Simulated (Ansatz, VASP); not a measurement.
Mo: VASP beside Ansatz

```
CELL_PARAMETERS angstrom
-1.58381 1.58381 1.58381
1.58381 -1.58381 1.58381
1.58381 1.58381 -1.58381
ATOMIC_POSITIONS crystal
Mo 0.00000 0.00000 0.00000
```

Alike in both runs: task relaxation of cell and atoms; functional PBE; k mesh 12 × 12 × 12; occupations fermi-dirac, width 0.05 eV; no spin polarisation.

```csv
,VASP,Ansatz
version,VASP 6.6.1,Ansatz 0.2.0
potentials or method,"VASP PAW PBE potentials, release 64 (Mo_sv)",Ansatz PAW
plane-wave cutoff (eV),600,420
valence electrons in the cell,14,14
```

|  | VASP | Ansatz | Ansatz less VASP |
| --- | --- | --- | --- |
| gap on the k mesh at the Fermi level, each at its own relaxed structure (eV) | none | none | - |
| relaxed volume (Å³/atom) | 15.80 | 15.78 | -0.020 |
| relaxed cell length with the largest relative difference (Å) | 2.738 | 2.737 | -0.0011 |

A gap of «none» marks a metal or a gap that the smearing closes.

Caveats: the plane-wave basis is chosen anew once the cell has moved, so the energies of steps on either side of that aren't comparable (Ansatz).
